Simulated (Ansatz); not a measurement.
# Nuclear-site quantities of Mo as the cell is scaled

```xyz
1
Lattice="0.0000 2.0150 2.0150 2.0150 0.0000 2.0150 2.0150 2.0150 0.0000" Properties=species:S:1:pos:R:3 pbc="T T T"
Mo    0.0000    0.0000    0.0000
```

The geometry is COD entry 1534907, unchecked; take it as a test cell.

These are results of DFT, PBE, all-electron PAW with datasets made for the crystal, scalar-relativistic (Ansatz 0.2.0), not measurements.

Sampling and basis: a Γ-centred 17×17×17 k mesh, Fermi–Dirac smearing of 0.08 eV, cutoff 300 eV (chosen by the program for this cell), no spin polarisation.

The contact density is the mean electron density over the nuclear volume; its changes follow the s electrons' response to bonding and compression. Changes below are taken from the unscaled cell, where it is 595331 e/Å³ at Mo.

The datasets are made afresh for each cell, so very small changes are uncertain.

(1) Does compression raise or lower the contact density at Mo?

(2) Tabulate the changes with volume.

## Answers

(1) It raises it, by 6.52 e/Å³ over the whole range.

(2) 
| V/V(cell) | P (GPa) | Δρ(0) Mo (e/Å³) |
| --- | --- | --- |
| 0.9405 | 10.6 | 3.34 |
| 1.0000 | -4.6 | 0.00 |
| 1.0600 | -15.8 | -3.18 |
